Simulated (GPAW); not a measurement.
The system is ZnS (Wurtzite-2H).

```
Zn S
1.0
     3.81100    0.00000    0.00000
    -1.90550    3.30042    0.00000
     0.00000    0.00000    6.23400
Zn S
2 2
Direct
  0.66667 0.33333 0.50000
  0.33333 0.66667 0.00000
  0.66667 0.33333 0.88500
  0.33333 0.66667 0.38500
```

Base run:

| Property | Result |
| --- | --- |
| Program | GPAW 26.7.0 |
| Functional | C09-vdW |
| Potentials or basis | GPAW PAW data sets (gpaw-data 1.2.1) |
| Cutoff | 600 eV |
| Basis | pw |
| k mesh | 6 × 6 × 3 |
| Occupations | fermi-dirac, width 0.05 eV |
| Spin | no spin polarisation |

Its results: band gap on the k mesh 2.20 eV, direct; largest force 0.335 eV/Å.

Q: The run is repeated on the same cell with these changes: functional from C09-vdW to LDA; potentials or basis from GPAW PAW data sets (gpaw-data 1.2.1) to JTH PAW 2.0, LDA. What comes out?

A: Band gap on the k mesh 1.98 eV, direct; largest force 0.296 eV/Å.

Caveats: the PAW data sets were made with another functional, which shifts forces and pressure a little (some runs); the program truncates these outside data sets (some runs).
